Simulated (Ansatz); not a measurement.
# How much does Ti in Mo(100), 2x2 scatter?, part 2 of 3

Aim: the resistance that Ti in Mo(100), 2x2 adds to the host.

Ansatz 0.2.0; Ansatz plane-wave DFT, PBE, PAW files; ballistic transport by layer matching (Landauer), zero bias; PAW set soft_1 (the session's first sound run).

So far, resistivity per at.% scaled from this dense plane, with the factor 3/4 for isotropic scattering (µΩ cm): step 3 (resistance at ideal sites) 2.20.

## (4) Relaxing the neighbours

The neighbours of the defect are let go while the lead's layers stay on their sites, since a lead must repeat to 0.01 Å.

This step: Ansatz plane-wave DFT, PBE, PAW files; relaxation with the lead's layers held; PAW set soft_1 (Ansatz 0.2.0).

input.yaml reads:

```yaml
crystal:
  lattice:
    - [6.294, 0.0, 0.0]
    - [0.0, 6.294, 0.0]
    - [0.0, 0.0, 28.323]
  atoms:
    - { symbol: Mo, position: [0.0, 0.0, 0.0277777778] }
    - { symbol: Mo, position: [0.0, 0.5, 0.0277777778] }
    - { symbol: Mo, position: [0.5, 0.0, 0.0277777778] }
    - { symbol: Mo, position: [0.5, 0.5, 0.0277777778] }
    - { symbol: Mo, position: [0.25, 0.25, 0.0833333333] }
    - { symbol: Mo, position: [0.25, 0.75, 0.0833333333] }
    - { symbol: Mo, position: [0.75, 0.25, 0.0833333333] }
    - { symbol: Mo, position: [0.75, 0.75, 0.0833333333] }
    - { symbol: Mo, position: [0.0, 0.0, 0.1388888889] }
    - { symbol: Mo, position: [0.0, 0.5, 0.1388888889] }
    - { symbol: Mo, position: [0.5, 0.0, 0.1388888889] }
    - { symbol: Mo, position: [0.5, 0.5, 0.1388888889] }
    - { symbol: Mo, position: [0.25, 0.25, 0.1944444444] }
    - { symbol: Mo, position: [0.25, 0.75, 0.1944444444] }
    - { symbol: Mo, position: [0.75, 0.25, 0.1944444444] }
    - { symbol: Mo, position: [0.75, 0.75, 0.1944444444] }
    - { symbol: Mo, position: [0.0, 0.0, 0.25] }
    - { symbol: Mo, position: [0.0, 0.5, 0.25] }
    - { symbol: Mo, position: [0.5, 0.0, 0.25] }
    - { symbol: Mo, position: [0.5, 0.5, 0.25] }
    - { symbol: Mo, position: [0.25, 0.25, 0.3055555556] }
    - { symbol: Mo, position: [0.25, 0.75, 0.3055555556] }
    - { symbol: Mo, position: [0.75, 0.25, 0.3055555556] }
    - { symbol: Mo, position: [0.75, 0.75, 0.3055555556] }
    - { symbol: Mo, position: [0.0, 0.0, 0.3611111111] }
    - { symbol: Mo, position: [0.0, 0.5, 0.3611111111] }
    - { symbol: Mo, position: [0.5, 0.0, 0.3611111111] }
    - { symbol: Mo, position: [0.5, 0.5, 0.3611111111] }
    - { symbol: Mo, position: [0.25, 0.25, 0.4166666667] }
    - { symbol: Mo, position: [0.25, 0.75, 0.4166666667] }
    - { symbol: Mo, position: [0.75, 0.25, 0.4166666667] }
    - { symbol: Mo, position: [0.75, 0.75, 0.4166666667] }
    - { symbol: Mo, position: [0.0, 0.0, 0.4722222222] }
    - { symbol: Mo, position: [0.0, 0.5, 0.4722222222] }
    - { symbol: Mo, position: [0.5, 0.0, 0.4722222222] }
    - { symbol: Mo, position: [0.5, 0.5, 0.4722222222] }
    - { symbol: Ti, position: [0.25, 0.25, 0.5277777778] }
    - { symbol: Mo, position: [0.25, 0.75, 0.5277777778] }
    - { symbol: Mo, position: [0.75, 0.25, 0.5277777778] }
    - { symbol: Mo, position: [0.75, 0.75, 0.5277777778] }
    - { symbol: Mo, position: [0.0, 0.0, 0.5833333333] }
    - { symbol: Mo, position: [0.0, 0.5, 0.5833333333] }
    - { symbol: Mo, position: [0.5, 0.0, 0.5833333333] }
    - { symbol: Mo, position: [0.5, 0.5, 0.5833333333] }
    - { symbol: Mo, position: [0.25, 0.25, 0.6388888889] }
    - { symbol: Mo, position: [0.25, 0.75, 0.6388888889] }
    - { symbol: Mo, position: [0.75, 0.25, 0.6388888889] }
    - { symbol: Mo, position: [0.75, 0.75, 0.6388888889] }
    - { symbol: Mo, position: [0.0, 0.0, 0.6944444444] }
    - { symbol: Mo, position: [0.0, 0.5, 0.6944444444] }
    - { symbol: Mo, position: [0.5, 0.0, 0.6944444444] }
    - { symbol: Mo, position: [0.5, 0.5, 0.6944444444] }
    - { symbol: Mo, position: [0.25, 0.25, 0.75] }
    - { symbol: Mo, position: [0.25, 0.75, 0.75] }
    - { symbol: Mo, position: [0.75, 0.25, 0.75] }
    - { symbol: Mo, position: [0.75, 0.75, 0.75] }
    - { symbol: Mo, position: [0.0, 0.0, 0.8055555556] }
    - { symbol: Mo, position: [0.0, 0.5, 0.8055555556] }
    - { symbol: Mo, position: [0.5, 0.0, 0.8055555556] }
    - { symbol: Mo, position: [0.5, 0.5, 0.8055555556] }
    - { symbol: Mo, position: [0.25, 0.25, 0.8611111111] }
    - { symbol: Mo, position: [0.25, 0.75, 0.8611111111] }
    - { symbol: Mo, position: [0.75, 0.25, 0.8611111111] }
    - { symbol: Mo, position: [0.75, 0.75, 0.8611111111] }
    - { symbol: Mo, position: [0.0, 0.0, 0.9166666667] }
    - { symbol: Mo, position: [0.0, 0.5, 0.9166666667] }
    - { symbol: Mo, position: [0.5, 0.0, 0.9166666667] }
    - { symbol: Mo, position: [0.5, 0.5, 0.9166666667] }
    - { symbol: Mo, position: [0.25, 0.25, 0.9722222222] }
    - { symbol: Mo, position: [0.25, 0.75, 0.9722222222] }
    - { symbol: Mo, position: [0.75, 0.25, 0.9722222222] }
    - { symbol: Mo, position: [0.75, 0.75, 0.9722222222] }
kpoints:
  mp_grid: { grid: [4, 4, 1] }
hamiltonian:
  xc: pbe
  pseudopotentials: { kind: paw, azcp: { folder: soft_1 } }
scf:
  occupations: { method: fermi_dirac, width: 0.1 }
relax:
  f_tol: 0.03
  max_steps: 40
  constraints:
    - { sites: [0, 1, 2, 3, 4, 5, 6, 7, 8, 9, 10, 11, 12, 13, 14, 15, 16, 17, 18, 19, 52, 53, 54, 55, 56, 57, 58, 59, 60, 61, 62, 63, 64, 65, 66, 67, 68, 69, 70, 71] }
```

On the command line:

```bash
$ ansatz run input.yaml --threads 4 --pin off --max-ram 15360MiB --backend cpu --events-out ev --progress --plain --runs-dir out
```

Numbers of over 12 decimals in the logs are rounded to 6 here.

Output:

```text
Warning: crystal.symmetry: narrowed to the stabiliser of the relax constraints — unitary ops 16 → 8; lowered at sites 20, 21, 22, 23, 52, 53, 54, 55 (the operations that carried what is held of a site onto what its image site leaves free; the constrained walk keeps no symmetry that its constraints do not admit)
[...]
Crystal: 72 atoms, lattice volume = 1122.000 Å³
Basis set: ecut = 420 eV, 21955 PW (Γ), exchange–correlation on 90×90×384 points (8 copies of the dense FFT grid, shifted against one another)
Bands: 604, of which v1, the nominal top of the filled ones, is band 503 counted from 1 (502 counted from 0)
Symmetry: 8 space group operations
k-points: 6 of 16
[...]
SCF iter   1: F=—  HF=-354464.178802 eV  |F-HF|=—  |Δ(HF+E_count)|=         —  Δρ=1.61e-1  dr2=4.28e3  ethr=3.10e-3  ⟨swp⟩=4.8  Hψ=11596  notcnv=0
[...]
SCF iter   9: F=-354380.783986 eV  HF=-354380.783991 eV  |F-HF|=5.05e-6  |Δ(HF+E_count)|=   3.93e-6  Δρ=1.00e-5  dr2=5.39e-6  ethr=2.24e-9  ⟨swp⟩=2.0  Hψ=11276  notcnv=0
SCF 1 converged in 9 iterations: F = -354380.783986 eV  dr2 = 5.39e-6
[...]
relax step   1: F+E_penalty+E_count = -354380.78398643 eV  Δ(F+E_penalty+E_count) = +0.000e0 eV  max|allowed force component| = 2.722e-1 eV/Å  Δτ_max = 0.0000 Å  (9 SCF iters, dr2 threshold 2.25e-5 eV, accepted)
[...]
iter 1 solved again at ethr=1.56e-5 eV; its pass at ethr=3.10e-3 eV (dr2=1.57e-1 eV) is discarded
[...]
SCF iter   6: F=-354380.776672 eV  HF=-354380.776672 eV  |F-HF|=1.04e-7  |Δ(HF+E_count)|=   1.32e-7  Δρ=2.11e-6  dr2=1.27e-7  ethr=2.08e-10  ⟨swp⟩=1.5  Hψ=9085  notcnv=0
SCF 2 converged in 6 iterations: F = -354380.776672 eV  dr2 = 1.27e-7
relax step   2: F+E_penalty+E_count = -354380.77667179 eV  Δ(F+E_penalty+E_count) = +7.315e-3 eV  max|allowed force component| = 2.515e-1 eV/Å  Δτ_max = 0.0323 Å  (6 SCF iters, dr2 threshold 4.63e-6 eV, rejected (line search))
SCF iter   1: F=—  HF=-354380.799422 eV  |F-HF|=—  |Δ(HF+E_count)|=         —  Δρ=1.64e-3  dr2=6.94e-2  ethr=6.61e-5  ⟨swp⟩=8.5  Hψ=9758  notcnv=0
[...]
SCF iter   6: F=-354380.794964 eV  HF=-354380.794964 eV  |F-HF|=6.47e-8  |Δ(HF+E_count)|=   5.83e-8  Δρ=1.28e-6  dr2=7.47e-8  ethr=9.94e-12  ⟨swp⟩=2.8  Hψ=12016  notcnv=0
SCF 3 converged in 6 iterations: F = -354380.794964 eV  dr2 = 7.47e-8
relax step   3: F+E_penalty+E_count = -354380.79496375 eV  Δ(F+E_penalty+E_count) = -1.098e-2 eV  max|allowed force component| = 3.839e-2 eV/Å  Δτ_max = 0.0157 Å  (6 SCF iters, accepted)
SCF iter   1: F=—  HF=-354380.794865 eV  |F-HF|=—  |Δ(HF+E_count)|=         —  Δρ=3.13e-4  dr2=7.15e-3  ethr=3.87e-6  ⟨swp⟩=9.2  Hψ=9516  notcnv=0
[...]
SCF iter   6: F=-354380.795166 eV  HF=-354380.795166 eV  |F-HF|=4.54e-9  |Δ(HF+E_count)|=   8.61e-9  Δρ=3.51e-7  dr2=5.05e-9  ethr=9.94e-12  ⟨swp⟩=3.8  Hψ=9575  notcnv=0
SCF 4 converged in 6 iterations: F = -354380.795166 eV  dr2 = 5.05e-9
relax step   4: F+E_penalty+E_count = -354380.79516619 eV  Δ(F+E_penalty+E_count) = -2.024e-4 eV  max|allowed force component| = 1.071e-2 eV/Å  Δτ_max = 0.0050 Å  (6 SCF iters, accepted)
SCF converged after 6 iterations
Free energy (F): -354380.795166 eV
[...]
Internal energy: -354379.148829 eV  (E = F + TS)
E sigma→0 (E₀):  -354379.971998 eV
Entropy (-TS):   -1.646337 eV (-22.866 meV/atom)
Fermi energy:    21.008043 eV
[...]
--- Forces (eV/Å), atoms counted from 1 ---
  atom   1  Mo    -0.00512907    -0.00512907    -0.00090490
  atom   2  Mo    -0.00512907     0.00512907    -0.00090490
  atom   3  Mo     0.00512907    -0.00512907    -0.00090490
  atom   4  Mo     0.00512907     0.00512907    -0.00090490
  atom   5  Mo     0.00000000     0.00000000     0.01749078
  atom   6  Mo     0.00000000     0.00000000     0.00530286
  atom   7  Mo     0.00000000     0.00000000     0.00530286
  atom   8  Mo     0.00000000     0.00000000     0.00896591
  atom   9  Mo    -0.00246081    -0.00246081    -0.02005027
  atom  10  Mo    -0.00246081     0.00246081    -0.02005027
  atom  11  Mo     0.00246081    -0.00246081    -0.02005027
  atom  12  Mo     0.00246081     0.00246081    -0.02005027
  atom  13  Mo     0.00000000     0.00000000     0.05527331
  atom  14  Mo     0.00000000    -0.00000000     0.01645621
  atom  15  Mo     0.00000000     0.00000000     0.01645621
  atom  16  Mo     0.00000000     0.00000000     0.05256557
  atom  17  Mo     0.00110969     0.00110969    -0.02568069
  atom  18  Mo     0.00110969    -0.00110969    -0.02568069
  atom  19  Mo    -0.00110969     0.00110969    -0.02568069
  atom  20  Mo    -0.00110969    -0.00110969    -0.02568069
  atom  21  Mo     0.00000000     0.00000000     0.00772470
  atom  22  Mo     0.00000000     0.00000000     0.00179037
  atom  23  Mo     0.00000000    -0.00000000     0.00179037
  atom  24  Mo    -0.00000000     0.00000000    -0.00342985
  atom  25  Mo    -0.00786923    -0.00786923    -0.00385738
  atom  26  Mo    -0.00786923     0.00786923    -0.00385738
  atom  27  Mo     0.00786923    -0.00786923    -0.00385738
  atom  28  Mo     0.00786923     0.00786923    -0.00385738
  atom  29  Mo    -0.00000000     0.00000000    -0.01071481
  atom  30  Mo    -0.00000000     0.00000000    -0.00365329
  atom  31  Mo    -0.00000000     0.00000000    -0.00365329
  atom  32  Mo     0.00000000     0.00000000     0.00631226
  atom  33  Mo     0.00433418     0.00433418    -0.00517039
  atom  34  Mo     0.00433418    -0.00433418    -0.00517039
  atom  35  Mo    -0.00433418     0.00433418    -0.00517039
  atom  36  Mo    -0.00433418    -0.00433418    -0.00517039
  atom  37  Ti     0.00000000     0.00000000     0.00343383
  atom  38  Mo    -0.00000000     0.00000000    -0.00038946
  atom  39  Mo    -0.00000000    -0.00000000    -0.00038946
  atom  40  Mo    -0.00000000    -0.00000000    -0.00303854
[...]
atom  61  Mo    -0.00000000     0.00000000    -0.04510727
  atom  62  Mo    -0.00000000     0.00000000    -0.00575301
  atom  63  Mo    -0.00000000     0.00000000    -0.00575301
  atom  64  Mo    -0.00000000     0.00000000    -0.01527456
  atom  65  Mo    -0.00235505    -0.00235505     0.01944886
  atom  66  Mo    -0.00235505     0.00235505     0.01944886
  atom  67  Mo     0.00235505    -0.00235505     0.01944886
  atom  68  Mo     0.00235505     0.00235505     0.01944886
  atom  69  Mo    -0.00000000     0.00000000    -0.01396096
  atom  70  Mo    -0.00000000     0.00000000    -0.00560964
  atom  71  Mo    -0.00000000     0.00000000    -0.00560964
  atom  72  Mo    -0.00000000     0.00000000    -0.00627657
  max |Σ_I F_I| component: 9.10e-5 eV/Å
--- Relaxed structure (4 steps of the walk, 3 accepted, 0 SCFs on fresh bases) ---
  F+E_penalty+E_count = -354380.79516619 eV   max|allowed force component| = 1.071e-2 eV/Å
  atoms:
    - { symbol: Mo, position: [0.0, 0.0, 0.027778] }
    - { symbol: Mo, position: [0.0, 0.5, 0.027778] }
    - { symbol: Mo, position: [0.5, 0.0, 0.027778] }
    - { symbol: Mo, position: [0.5, 0.5, 0.027778] }
    - { symbol: Mo, position: [0.25, 0.25, 0.083333] }
    - { symbol: Mo, position: [0.25, 0.75, 0.083333] }
    - { symbol: Mo, position: [0.75, 0.25, 0.083333] }
    - { symbol: Mo, position: [0.75, 0.75, 0.083333] }
    - { symbol: Mo, position: [0.0, 0.0, 0.138889] }
    - { symbol: Mo, position: [0.0, 0.5, 0.138889] }
    - { symbol: Mo, position: [0.5, 0.0, 0.138889] }
    - { symbol: Mo, position: [0.5, 0.5, 0.138889] }
    - { symbol: Mo, position: [0.25, 0.25, 0.194444] }
    - { symbol: Mo, position: [0.25, 0.75, 0.194444] }
    - { symbol: Mo, position: [0.75, 0.25, 0.194444] }
    - { symbol: Mo, position: [0.75, 0.75, 0.194444] }
    - { symbol: Mo, position: [0.0, 0.0, 0.250000] }
    - { symbol: Mo, position: [0.0, 0.5, 0.250000] }
    - { symbol: Mo, position: [0.5, 0.0, 0.250000] }
    - { symbol: Mo, position: [0.5, 0.5, 0.250000] }
    - { symbol: Mo, position: [0.25, 0.25, 0.305632] }
    - { symbol: Mo, position: [0.25, 0.75, 0.305618] }
    - { symbol: Mo, position: [0.75, 0.25, 0.305618] }
    - { symbol: Mo, position: [0.75, 0.75, 0.305987] }
    - { symbol: Mo, position: [0.0001904, 0.0001904, 0.361087] }
    - { symbol: Mo, position: [0.0001904, 0.499810, 0.361087] }
    - { symbol: Mo, position: [0.499810, 0.0001904, 0.361087] }
    - { symbol: Mo, position: [0.499810, 0.499810, 0.361087] }
    - { symbol: Mo, position: [0.25, 0.25, 0.417136] }
    - { symbol: Mo, position: [0.25, 0.75, 0.416735] }
    - { symbol: Mo, position: [0.75, 0.25, 0.416735] }
    - { symbol: Mo, position: [0.75, 0.75, 0.417340] }
    - { symbol: Mo, position: [-0.000566018, -0.000566018, 0.472147] }
    - { symbol: Mo, position: [-0.000566018, 0.500566, 0.472147] }
    - { symbol: Mo, position: [0.500566, -0.000566018, 0.472147] }
    - { symbol: Mo, position: [0.500566, 0.500566, 0.472147] }
    - { symbol: Ti, position: [0.25, 0.25, 0.527847] }
    - { symbol: Mo, position: [0.25, 0.75, 0.527857] }
    - { symbol: Mo, position: [0.75, 0.25, 0.527857] }
    - { symbol: Mo, position: [0.75, 0.75, 0.527880] }
    - { symbol: Mo, position: [-0.000516821, -0.000516821, 0.583569] }
[...]
- { symbol: Mo, position: [0.25, 0.25, 0.861111] }
    - { symbol: Mo, position: [0.25, 0.75, 0.861111] }
    - { symbol: Mo, position: [0.75, 0.25, 0.861111] }
    - { symbol: Mo, position: [0.75, 0.75, 0.861111] }
    - { symbol: Mo, position: [0.0, 0.0, 0.916667] }
    - { symbol: Mo, position: [0.0, 0.5, 0.916667] }
    - { symbol: Mo, position: [0.5, 0.0, 0.916667] }
    - { symbol: Mo, position: [0.5, 0.5, 0.916667] }
    - { symbol: Mo, position: [0.25, 0.25, 0.972222] }
    - { symbol: Mo, position: [0.25, 0.75, 0.972222] }
    - { symbol: Mo, position: [0.75, 0.25, 0.972222] }
    - { symbol: Mo, position: [0.75, 0.75, 0.972222] }
```

Wall time 16 min (4 threads of Arm Neoverse V1, shared host); peak memory 8.7 GiB; 63 min of CPU time.

Step by step:

```
step  energy less that of the first step (eV)  largest force component (eV/Å)
   1                                   0.0000                          0.2722
   2                                   0.0073                          0.2515
   3                                  -0.0110                          0.0384
   4                                  -0.0112                          0.0107
```

Relaxation step 2 was tried and not accepted.

The atoms that moved most (Å):

```
atom      dx      dy      dz  length
Mo32   0.000   0.000   0.019   0.019
Mo48   0.000   0.000  -0.014   0.014
Mo29   0.000   0.000   0.013   0.013
Mo24   0.000   0.000   0.012   0.012
Mo45   0.000   0.000  -0.008   0.008
Mo41  -0.003  -0.003   0.007   0.008
Mo42  -0.003   0.003   0.007   0.008
Mo43   0.003  -0.003   0.007   0.008
```

This step gave:

* free energy: -354380.7952 eV
* energy at zero smearing: -354379.9720 eV

The largest force component on a free atom ends at 0.011 eV/Å, under the tolerance of 0.03, after 4 steps.

(Part 2 of 3 ends here.)

[Logs are printed without paths, hosts, clocks, repeated set-up lines and the standing remarks that a program may print on its own settings, such as how far it seeks lower states.]

[Hosts, paths, dates, database ids (printed as entryN), source tags and the programs' standing remarks are cut or masked in the printed files.]
